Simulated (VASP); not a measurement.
## BeTe in VASP: convergence with k mesh

Input of the first run (k mesh 2 × 2 × 2); the others differ in this setting and in those tied to it:

INCAR

```
SYSTEM = BeTe
PREC     = Accurate       ! precision mode
ENCUT    = 520            ! plane-wave cutoff, eV
EDIFF    = 1E-6           ! SCF threshold, eV
ISMEAR   = 0              ! smearing method
SIGMA    = 0.02           ! smearing width, eV
LREAL    = .FALSE.        ! projectors in reciprocal space
LASPH    = .TRUE.         ! aspherical terms in the spheres
NELM     = 80             ! most SCF steps
ALGO     = Normal         ! electronic algorithm
ISIF     = 2              ! what is computed and relaxed
LWAVE    = .FALSE.        ! write WAVECAR
LCHARG   = .FALSE.        ! write CHGCAR
GGA      = PE             ! functional
```

File KPOINTS:

```
regular mesh
0
G
  2 2 2
  0 0 0
```

Contents of POSCAR:

```
BeTe
1.0
    1.7870000000     -4.7974500000      0.0000000000
    1.7870000000      4.7974500000      0.0000000000
    0.0000000000      0.0000000000      3.5691500000
Be Te
1 1
Direct
    0.5000000000      0.5000000000      0.5000000000
    0.0000000000      0.0000000000      0.0000000000
```

Potentials or basis: VASP PAW PBE potentials, release 64 (Be, Te).

Command:

```sh
$ cat potpaw_PBE.64/Be/POTCAR potpaw_PBE.64/Te/POTCAR > POTCAR
$ mpirun -np 1 vasp_std > vasp.out
```

The cell was built by a generator and needn't be a form met in nature.

Hardware: 1 thread of Intel(R) Xeon(R) Platinum 8559C (Emerald Rapids) (shared host).

**Question.** The values tried are 2 × 2 × 2, 3 × 3 × 3, 4 × 4 × 3, 5 × 5 × 4, 6 × 6 × 6, 7 × 7 × 7, 9 × 9 × 9, 11 × 11 × 10, 13 × 13 × 12, loosest first. From which on does the energy stay within 1 meV/atom of the tightest run that finished?

**Answer.** From 11 × 11 × 10 on.

| k mesh | energy less the tightest run, at zero smearing (meV/atom) | pressure (GPa) | gap on the mesh (eV) | SCF cycles | CPU time (s) | peak memory (GiB) |
| --- | --- | --- | --- | --- | --- | --- |
| 2 × 2 × 2 | 700.24 | 3.98 | 0.000 | 19 | 6.7 | 0.19 |
| 3 × 3 × 3 | 187.78 | 0.25 | 0.605 | 13 | 8.6 | 0.19 |
| 4 × 4 × 3 | 70.08 | -0.44 | 0.000 | 12 | 7.7 | 0.19 |
| 5 × 5 × 4 | -5.78 | 0.00 | 0.000 | 13 | 9 | 0.2 |
| 6 × 6 × 6 | -3.96 | -0.11 | 0.000 | 13 | 16 | 0.2 |
| 7 × 7 × 7 | -21.38 | 0.01 | 0.000 | 12 | 17 | 0.21 |
| 9 × 9 × 9 | 3.88 | 0.15 | 0.000 | 13 | 31 | 0.24 |
| 11 × 11 × 10 | 0.17 | 0.16 | 0.000 | 12 | 49 | 0.29 |
| 13 × 13 × 12 | 0.00 | 0.03 | 0.000 | 12 | 120 | 0.36 |

Against the tightest run, the gap on the mesh stays within 0.01 eV from 4 × 4 × 3 on. Not settled before the last step: the pressure (to 0.1 GPa). Meshes of other sizes hit other points, so gaps and Fermi surfaces needn't settle smoothly. The tightest run that finished is the yardstick and may itself not be fully converged.

Spin-orbit coupling is left out, which matters for the levels of Te.
